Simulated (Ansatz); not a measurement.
## 6 guesses for TaSi2 and where they end

Computed with DFT PBE, scalar-relativistic, plane waves, PAW (Ansatz). All cells share a 420 eV cutoff and Γ-centred k meshes spaced at most about 0.3 Å⁻¹ (about 0.25 or finer for metals, 2π included). No spin polarisation in the final relaxations.

Each guess was relaxed in cell and atoms at zero pressure, within the symmetry of its start. Temperature and zero-point effects are left out. Coordination counts Si atoms around Ta (those within 1.25 times the shortest such distance or 1.15 times the sum of covalent radii; a plus sign parts nearer from farther groups).

```csv
guess,made from,start group,V start (Å³/atom),end group,V end (Å³/atom),coordination at the end,gap on mesh (eV),E over the lowest end (meV/atom)
1,random cell,Cmmm,17.7,?,?,?,?,?
2,random cell,R-3m,17.1,R-3m,17.6,Ta 8,0,841
3,a cell as deposited in COD,P6_422,14.5,P6_422,14.7,Ta 10,0,0
4,a cell as deposited in COD,P6_222,14.4,P6_222,14.7,Ta 10,0,0
5,random cell,P4/mmm,19.3,P4/mmm,18.3,Ta 2,0,1394
6,random cell,F-43m,16.3,F-43m,17.2,Ta 4+6,0,944
```

Guess 1 as it starts:

```
Ta Si
1.0
     2.39078   -3.53624    0.00000
     2.39078    3.53624    0.00000
     0.00000    0.00000    3.13819
Ta Si
1 2
Direct
  0.50000 0.50000 0.00000
  0.85360 0.14640 0.50000
  0.14640 0.85360 0.50000
```

Question: Predict the end of this guess and its energy over the lowest end.

Answer: It ends in space group P6/mmm (No. 191), with a = 4.408 Å, c = 2.649 Å, 14.9 Å³/atom and no gap. It lies 0.50 eV/atom over the lowest end, above guess 4 and below guess 2. Counting Si atoms around Ta, this end has Ta 12 and the lowest (guess 3) has Ta 10. This end holds Si–Si bonds in all directions (shortest 2.54 Å); in the lowest (guess 3) the shortest Si–Si distance is 2.57 Å, near bonding range too.

```yaml
crystal:
  lattice:
    - [4.40750, 0.00000, 0.00000]
    - [-2.20375, 3.81701, 0.00000]
    - [0.00000, 0.00000, 2.64895]
  atoms:
    - { symbol: Ta, position: [0.00000, 0.00000, 0.00000] }
    - { symbol: Si, position: [0.66667, 0.33333, 0.50000] }
    - { symbol: Si, position: [0.33333, 0.66667, 0.50000] }
```

Formation energies are uncorrected and refer to the elements' standard structures at the same level.

Question: Is the lowest end bound against the elements?

Answer: Yes: its formation energy is −0.48 eV/atom. It lies below the elements, which doesn't yet make it stable against other compounds or structures.

The k mesh leaves some 4 meV/atom of noise in the energy of each metallic cell. These runs have no spin–orbit coupling, which can matter for Ta. A magnetic state wasn't ruled out in cells without spin, among them P6_422, P6_222, P6/mmm, R-3m, F-43m and others. Cells relaxed within their symmetry can be saddle points. Some types were kept out of the candidates beforehand, so the set may lack a known form.

The lowest end is the C40 structure known for TaSi2. Guesses 3 and 4 are its two mirror-image forms, so their equal energies are required by symmetry and say nothing about a preferred handedness.

Compact cells with many Ta–Si contacts win, as expected where Ta d and Si p states mix to form the main bonds. Neither density nor coordination orders every row, however: guess 6 is denser than guess 2 yet lies higher, and the P6/mmm end has Ta 12 but loses to Ta 10. That end is of AlB2 type, with flat Si honeycombs stretched well beyond a normal Si–Si single bond and Ta atoms stacked only 2.649 Å apart along c, closer than in the metal. This suggests that crowding along the axis and a poorer d–p overlap outweigh the extra neighbours.

Its 0.50 eV/atom penalty uses up essentially all of the binding of −0.48 eV/atom, leaving it about level with the elements, while guesses 2, 5 and 6 are clearly unbound against them.
